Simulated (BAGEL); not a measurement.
# A workflow on C2H4O2 (acetic acid)

Wanted: the energy (HF/def2-SVP), then a single-point energy (NEVPT2(2,2)/def2-SVP), then the energy (CASPT2(2,2)/def2-SVP) of C2H4O2 (acetic acid). 

Program for the calculation: BAGEL 1.2.2.

1 further run of the same task is left out (set aside as unsound or not needed).

### 1 The molecule

C2H4O2 has 8 atoms, charge 0, and is taken as a singlet. As SMILES, `CC(=O)O`. The C2–O4 distance was set to 2.558 Å, away from the relaxed value. At this shape a bond of the SMILES string is far longer than usual.

Bond lengths: C1–C2 1.495 Å, C2–O3 1.200 Å, C1–H5 1.092 Å, C1–H6 1.092 Å, C1–H7 1.087 Å, O4–H8 0.968 Å. Angles: C1–C2–O3 126.0°, C2–C1–H5 109.8°, C2–C1–H6 109.8°, C2–C1–H7 109.6°, H5–C1–H6 107.3°, H5–C1–H7 110.2°, H6–C1–H7 110.2°.

### 2 A single-point energy at HF/def2-SVP (density fitting with svp-jkfit) (run 1)

Input file input.json:

```json
{ "bagel" : [

{
  "title" : "molecule",
  "basis" : "svp",
  "df_basis" : "svp-jkfit",
  "angstrom" : "true",
  "geometry" : [
    { "atom" : "C", "xyz" : [    0.979943,    1.622673,   -0.238260 ] },
    { "atom" : "C", "xyz" : [    1.286943,    0.218173,    0.172940 ] },
    { "atom" : "O", "xyz" : [    2.367743,   -0.208327,    0.472940 ] },
    { "atom" : "O", "xyz" : [   -0.812400,   -1.243900,    0.171800 ] },
    { "atom" : "H", "xyz" : [    0.541043,    1.627073,   -1.237760 ] },
    { "atom" : "H", "xyz" : [    0.242643,    2.053573,    0.441640 ] },
    { "atom" : "H", "xyz" : [    1.891443,    2.213973,   -0.226460 ] },
    { "atom" : "H", "xyz" : [   -0.530700,   -2.127900,    0.446200 ] }
  ]
},
{
  "title" : "hf"
},
{
  "title" : "print",
  "file" : "orbitals.molden",
  "orbitals" : "true"
}

]}
```

Started as:

```
$ BAGEL_NUM_THREADS=1 BAGEL input.json > input.out
```

Log:

```text
* using 1 threads per process

  ===============================================================
  ===============================================================

  *** Geometry ***

  { "atom" : "C", "xyz" : [      1.851824,      3.066408,     -0.450246 ] },
  { "atom" : "C", "xyz" : [      2.431970,      0.412287,      0.326809 ] },
  { "atom" : "O", "xyz" : [      4.474386,     -0.393681,      0.893727 ] },
[... 4 lines of this table left out ...]
  { "atom" : "H", "xyz" : [     -1.002878,     -4.021148,      0.843196 ] },

  Number of auxiliary basis functions:      376

  Since a DF basis is specified, we compute 2- and 3-index integrals:
    o Being stored without compression. Storage requirement is 0.017 GB

  Number of basis functions:       76
  Number of electrons      :       32

    * METHOD: MOLECULE                             0.12

  *** RHF ***

  === Nuclear Repulsion ===
   101.6157608133

      * DIIS with orbital gradients will be used.

  === RHF iteration (svp) ===
      0       -227.01081565          0.02796751           0.03
      1       -226.49458346          0.04587768           0.03
      2       -227.38287328          0.00752904           0.03
[... 15 lines of this table left out ...]
     18       -227.41610575          0.00000000           0.03
    * SCF iteration converged.

    * Permanent dipole moment:
           (   -1.012212,    -1.574734,     0.220415) a.u.

    * METHOD: HF                                   0.58

    * METHOD: PRINT                                0.01

  ===============================================================
```

Wall time 0.92 s (1 thread of Intel Xeon Platinum 8488C (Sapphire Rapids), shared host); peak memory 0.15 GiB.

### 3 A single-point energy at NEVPT2(2,2)/def2-SVP (density fitting with svp-jkfit) (run 2)

Input file job.json:

```json
{ "bagel" : [

{
  "title" : "molecule",
  "basis" : "svp",
  "df_basis" : "svp-jkfit",
  "angstrom" : true,
  "geometry" : [
    { "atom" : "C", "xyz" : [       0.979943,       1.622673,      -0.238260 ] },
    { "atom" : "C", "xyz" : [       1.286943,       0.218173,       0.172940 ] },
    { "atom" : "O", "xyz" : [       2.367743,      -0.208327,       0.472940 ] },
    { "atom" : "O", "xyz" : [      -0.812400,      -1.243900,       0.171800 ] },
    { "atom" : "H", "xyz" : [       0.541043,       1.627073,      -1.237760 ] },
    { "atom" : "H", "xyz" : [       0.242643,       2.053573,       0.441640 ] },
    { "atom" : "H", "xyz" : [       1.891443,       2.213973,      -0.226460 ] },
    { "atom" : "H", "xyz" : [      -0.530700,      -2.127900,       0.446200 ] }
  ]
},

{
  "title" : "hf"
},

{
  "title" : "nevpt2",
  "nstate" : 1,
  "nact" : 2,
  "nclosed" : 15,
  "active" : [16, 17],
  "maxiter" : 200,
  "natocc" : true,
  "ncore" : 4
},

{
  "title" : "print",
  "file" : "orbitals.molden",
  "orbitals" : true
}

]}
```

Started as:

```
$ BAGEL_NUM_THREADS=1 BAGEL job.json > job.out
```

Log:

```text
* using 1 threads per process

  ===============================================================
  ===============================================================

  *** Geometry ***

  { "atom" : "C", "xyz" : [      1.851824,      3.066408,     -0.450246 ] },
  { "atom" : "C", "xyz" : [      2.431970,      0.412287,      0.326809 ] },
  { "atom" : "O", "xyz" : [      4.474386,     -0.393681,      0.893727 ] },
[... 4 lines of this table left out ...]
  { "atom" : "H", "xyz" : [     -1.002878,     -4.021148,      0.843196 ] },

[... 23 lines left out ...]
    * SCF iteration converged.
[... 1 line left out ...]
    * Permanent dipole moment:
[... 28 lines left out ...]
    * Second-order optimization converged. *
[... 9 lines left out ...]
     * ci vector, state   0, <S^2> = 0.0000
       2.     0.8726508972
       .2    -0.4883445625

  === DF-NEVPT2 calculation ===

    * 3-index integral transformation done
    * assembly done

      NEVPT2 correlation energy:   -0.6008807239      0.13

          (+0)     -0.4656230416
          (+0)'    -0.0237383819
          (+1)     -0.0426219435
          (+1)'    -0.0000000000
          (+2)     -0.0008780523
          (-1)     -0.0672393943
          (-1)'     0.0000000000
          (-2)     -0.0007799103

      NEVPT2 total energy:       -228.1128569666

    * METHOD: NEVPT2                               2.58

    * METHOD: PRINT                                0.01

  ===============================================================
```

Wall time 3.6 s (1 thread of Intel Xeon Platinum 8488C (Sapphire Rapids), shared host); peak memory 0.15 GiB.

### 4 A single-point energy at CASPT2(2,2)/def2-SVP (density fitting with svp-jkfit) (run 3)

Input file input.json:

```json
{ "bagel": [

{
  "title": "molecule",
  "basis": "svp",
  "df_basis": "svp-jkfit",
  "angstrom": true,
  "geometry": [
    { "atom": "C", "xyz": [    0.979943,    1.622673,   -0.238260 ] },
    { "atom": "C", "xyz": [    1.286943,    0.218173,    0.172940 ] },
    { "atom": "O", "xyz": [    2.367743,   -0.208327,    0.472940 ] },
    { "atom": "O", "xyz": [   -0.812400,   -1.243900,    0.171800 ] },
    { "atom": "H", "xyz": [    0.541043,    1.627073,   -1.237760 ] },
    { "atom": "H", "xyz": [    0.242643,    2.053573,    0.441640 ] },
    { "atom": "H", "xyz": [    1.891443,    2.213973,   -0.226460 ] },
    { "atom": "H", "xyz": [   -0.530700,   -2.127900,    0.446200 ] }
  ]
},
{ "title": "hf", "charge": 0 },
{ "title": "casscf", "nstate": 1, "nact": 2, "nclosed": 15, "charge": 0, "active": [16, 17], "maxiter": 200, "natocc": true },
{ "title": "print", "file": "orbitals.molden", "orbitals": true },
{ "title": "smith", "method": "caspt2", "ms": true, "xms": true, "sssr": true, "shift": 0.2, "shift_imag": true, "ncore": 4 }

]}
```

Started as:

```
$ BAGEL_NUM_THREADS=1 BAGEL input.json > input.out
```

Log:

```text
* using 1 threads per process

  ===============================================================
  ===============================================================

  *** Geometry ***

  { "atom" : "C", "xyz" : [      1.851824,      3.066408,     -0.450246 ] },
  { "atom" : "C", "xyz" : [      2.431970,      0.412287,      0.326809 ] },
  { "atom" : "O", "xyz" : [      4.474386,     -0.393681,      0.893727 ] },
[... 4 lines of this table left out ...]
  { "atom" : "H", "xyz" : [     -1.002878,     -4.021148,      0.843196 ] },

[... 25 lines left out ...]
    * Permanent dipole moment:
[... 37 lines left out ...]
     * ci vector, state   0, <S^2> = 0.0000
[... 21 lines left out ...]
       #      aibj      arbs      arbi      airj      risj      airs      arst      rist         Etot      error   time
[... 8 lines left out ...]
      ------------------------------------------------------------------------------------------------------------------

    * CASPT2 energy : state  0     -228.1251384841
        w/o shift correction       -228.1221005694
        reference weight              0.8395377733

    * METHOD: SMITH                                0.52

  ===============================================================
```

Run time: 3.9 s. Hardware: 1 thread of Intel Xeon Platinum 8488C (Sapphire Rapids), shared host; peak memory 0.16 GiB.

### 5 What came out

```
                                 quantity          value
         run 1, HF/def2-SVP: total energy  -227.41611 Eh
        run 1, HF/def2-SVP: dipole moment         4.79 D
          run 1, HF/def2-SVP: HOMO energy       -9.11 eV
          run 1, HF/def2-SVP: LUMO energy        0.25 eV
        run 1, HF/def2-SVP: HOMO–LUMO gap        9.36 eV
run 2, NEVPT2(2,2)/def2-SVP: total energy  -228.11286 Eh
run 3, CASPT2(2,2)/def2-SVP: total energy  -228.12514 Eh
```

One bond (run 1, HF/def2-SVP) is far stretched, which a spin-restricted single reference describes badly; a broken-symmetry solution may lie lower.
